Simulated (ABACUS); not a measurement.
A run of ABACUS 3.10.1 is set up as follows.

The input INPUT:

```
INPUT_PARAMETERS
suffix              Cu
calculation         cell-relax
basis_type          lcao
pseudo_dir          ./
orbital_dir         ./
symmetry            1
dft_functional      MGGA_X_R2SCAN+MGGA_C_R2SCAN
ecutwfc             100
pseudo_rcut         10
nspin               1
nbands              14
ks_solver           genelpa
smearing_method     fd
smearing_sigma      0.00367493
scf_thr             1e-07
scf_nmax            100
mixing_type         broyden
mixing_beta         0.7
cal_force           1
cal_stress          1
mixing_tau          1
out_mul             1
relax_nmax          60
force_thr_ev        0.005
relax_method        cg
out_stru            1
stress_thr          1
```

The input STRU:

```
ATOMIC_SPECIES
Cu 63.5460 Cu_ONCV_PBE-1.2.upf

NUMERICAL_ORBITAL
Cu_confined-atom_7au_3s2p2d1f.orb

LATTICE_CONSTANT
4.8305009387

LATTICE_VECTORS
0.0000000000 0.7071067812 0.7071067812
0.7071067812 0.0000000000 0.7071067812
0.7071067812 0.7071067812 0.0000000000

ATOMIC_POSITIONS
Cartesian

Cu
0.0
1
0.0000000000 0.0000000000 0.0000000000 1 1 1
```

The input KPT:

```
K_POINTS
0
Gamma
10 10 10 0 0 0
```

Potentials or basis: SG15 ONCV 1.2 PBE, DZP LCAO (the cutoffs set its grid).

Command:

```sh
$ OMP_NUM_THREADS=1 mpirun -np 4 abacus > log
```

Question: Predict the space group after relaxing (to 0.05 Å).

Answer: Fm-3m (No. 225).

Question: Predict the relaxed cell.

Answer: a = 2.531 Å, b = 2.531 Å, c = 2.531 Å, α = 60.00°, β = 60.00°, γ = 60.00°.

Final structure:
```yaml
crystal:
  lattice:
    - [0.00000, 1.78982, 1.78982]
    - [1.78982, 0.00000, 1.78982]
    - [1.78982, 1.78982, 0.00000]
  atoms:
    - { symbol: Cu, position: [0.00000, 0.00000, 0.00000] }
```

Caveat: the atomic orbitals were generated for these runs and aren't a published set.
